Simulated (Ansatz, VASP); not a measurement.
## Two plane-wave programs on CaSe

```
Ca Se
1.0
     0.00000    3.17770    2.95600
     2.95600    0.00000    2.95600
     2.95600    3.17770    0.00000
Ca Se
1 1
Direct
  0.00000 0.00000 0.00000
  0.50000 0.50000 0.50000
```

Change from the starting cell: strain +0.0750 x Voigt [0, 1, 0, 0, 0, 0], atoms carried along.

Alike in both runs: task single point; functional PBE; k mesh 8 × 8 × 8; occupations gaussian, width 0.05 eV; no spin polarisation.

|  | VASP | Ansatz |
| --- | --- | --- |
| version | VASP 6.6.1 | Ansatz 0.2.0 |
| potentials or method | VASP PAW PBE potentials, release 64 (Ca_sv, Se) | scalar-relativistic, plane waves, PAW |
| plane-wave cutoff (eV) | 520 | 420 |
| valence electrons in the cell | 16 | 26 |

|  | VASP | Ansatz | Ansatz less VASP |
| --- | --- | --- | --- |
| gap on the k mesh at the Fermi level (eV) | 2.18 | 2.19 | +0.009 |
| least direct gap on the mesh (eV) | 2.85 | 2.85 | +0.005 |
| pressure (GPa) | -1.5 | -1.6 | -0.14 |
| largest component of the traceless stress (GPa) | 2.84 | 2.78 | -0.060 |

The two sets of potentials don't hold the same shells in valence.

A k mesh can miss the band edges.
